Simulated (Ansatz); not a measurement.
Crystal: Nb.

```
Nb
1.0
    -1.66395    1.66395    1.66395
     1.66395   -1.66395    1.66395
     1.66395    1.66395   -1.66395
Nb
1
Direct
  0.00000 0.00000 0.00000
```

Base run:

| Quantity | Value |
| --- | --- |
| Program | Ansatz 0.2.0 |
| Functional | PBEsol |
| Potentials or basis | all-electron LAPW, relativistic spinors |
| Cutoff | 220 eV (chosen from the basis error) |
| Basis error allowed | 0.001 eV/atom |
| k mesh | 8 × 8 × 8 |
| Occupations | fermi-dirac, width 0.05 eV |
| Spin | spin-orbit coupling, no magnetisation |

Its results: pressure -8.1 GPa.

Task: The run is repeated on the same cell with these changes: functional from PBEsol to LDA. What comes out?

Result: Pressure -11.8 GPa.

LDA binds more tightly than PBEsol, so the same cell stands under less pressure.

Caveats: the k mesh is thin for a metal, which can move the energy by tens of meV per atom.
